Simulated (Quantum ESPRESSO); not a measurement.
Re: zone-centre phonons under several settings

```xyz
2
Lattice="2.7608 0.0000 0.0000 -1.3804 2.3909 0.0000 0.0000 0.0000 4.4582" Properties=species:S:1:pos:R:3 pbc="T T T"
Re    1.3804    0.7970    3.3436
Re    0.0000    1.5939    1.1145
```

All runs used Quantum ESPRESSO 7.5; no spin polarisation.

| level | potentials | k mesh (s: shifted) | geometry | cutoff (eV) | occupations | volume (Å³/atom) | pressure (GPa) | lowest optical mode without the field (cm⁻¹) | highest optical mode without the field (cm⁻¹) |
| --- | --- | --- | --- | --- | --- | --- | --- | --- | --- |
| LDA | JTH 2.0 LDA | 11 × 11 × 6 | relaxed cell | 490 | methfessel-paxton, width 0.272 eV | ? | -0.2 | ? | ? |
| RPBE | PseudoDojo 0.5 SR PBE stringent | 8 × 8 × 4s | volume scaled by 1.08 | 980 | cold, width 0.2 eV | 15.89 | -16.1 | 77 | 96 |

Question: What stands in the row left open?

Answer: Volume 14.27 Å³/atom; lowest optical mode without the field 112 cm⁻¹; highest optical mode without the field 125 cm⁻¹.

Caveats: the mesh is thin for the phonons of a metal; the cutoff is low for these files, which shifts pressure and relaxed volume (some runs); the potentials were made for another functional, which shifts forces and pressure (some runs); the cell is more than 3 GPa from zero pressure, which shifts response properties (some runs).

For the row left open. Caveat: the mesh is thin for the phonons of a metal; the cutoff is low for these files, which shifts pressure and relaxed volume.
